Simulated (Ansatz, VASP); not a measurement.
# PbSe in VASP and in Ansatz

File POSCAR:

```
PbSe
1.0
    0.0000000000      3.0887022180      3.0887022180
    3.0887022180      0.0000000000      3.0887022180
    3.0887022180      3.0887022180      0.0000000000
Pb Se
1 1
Direct
    0.0000000000      0.0000000000      0.0000000000
    0.5000000000      0.5000000000      0.5000000000
```

Contents of INCAR.step1:

```
SYSTEM = PbSe
ALGO = Normal
EDIFF = 1E-4
ENCUT = 520
GGA = PE
ISMEAR = 0
LASPH = .True.
LCHARG = .False.
LREAL = .False.
LWAVE = .True.
NBANDS = 17
NELM = 100
PREC = Accurate
SIGMA = 0.01
```

INCAR.step2

```
SYSTEM = PbSe
ALGO = Normal
EDIFF = 1E-6
ENCUT = 520
ISIF = 2
ISMEAR = 0
ISTART = 1
LASPH = .True.
LCHARG = .False.
LMIXTAU = .True.
LREAL = .False.
LWAVE = .False.
METAGGA = R2SCAN
NBANDS = 17
NELM = 100
PREC = Accurate
SIGMA = 0.01
```

File KPOINTS:

```
k-points
0
Gamma
  8 8 8
  0 0 0
```

Input for Ansatz:

```yaml
crystal:
  lattice:
    - [0.0, 3.088702218, 3.088702218]
    - [3.088702218, 0.0, 3.088702218]
    - [3.088702218, 3.088702218, 0.0]
  atoms:
    - { symbol: Pb, position: [0.0, 0.0, 0.0] }
    - { symbol: Se, position: [0.5, 0.5, 0.5] }
kpoints:
  mp_grid: { grid: [8, 8, 8] }
  band_path:
    path:
      - [0.0, 0.0, 0.0]
      - [0.5, 0.0, 0.5]
      - [0.625, 0.25, 0.625]
      - [0.375, 0.375, 0.75]
      - [0.5, 0.5, 0.5]
      - [0.5, 0.25, 0.75]
      - [0.0, 0.0, 0.5]
    npoints: 1
hamiltonian:
  xc: r2scan
scf:
  occupations: { method: fixed }
  n_extra_bands: 4
output:
  forces: true
  stress: true
  eigenvalues: true
```

The cell was built by a generator and needn't be a form met in nature.

Alike in both runs: task single point; functional r2SCAN; k mesh 8 × 8 × 8; no spin polarisation.

|  | VASP | Ansatz |
| --- | --- | --- |
| version | VASP 6.6.1 | Ansatz 0.2.0 |
| potentials or method | VASP PAW PBE potentials, release 64 (Pb_d, Se) | plane waves, PAW |
| plane-wave cutoff (eV) | 520 | 500 |
| occupations | gaussian, width 0.01 eV | fixed |
| valence electrons in the cell | 20 | 30 |

VASP gave:

- gap on the k mesh at the Fermi level (eV): 0.67
- pressure (GPa): 0.0

Problem. What did Ansatz give for the same quantities?

Solution. gap on the k mesh at the Fermi level (eV): 0.66; pressure (GPa): 0.0.

The two sets of potentials don't hold the same shells in valence.

Caveats: the PAW data sets were made with another functional, which shifts forces and pressure a little (VASP); spin-orbit coupling is left out, which as a rule narrows the gap of such compounds by several tenths of an eV. A k mesh can miss the band edges.
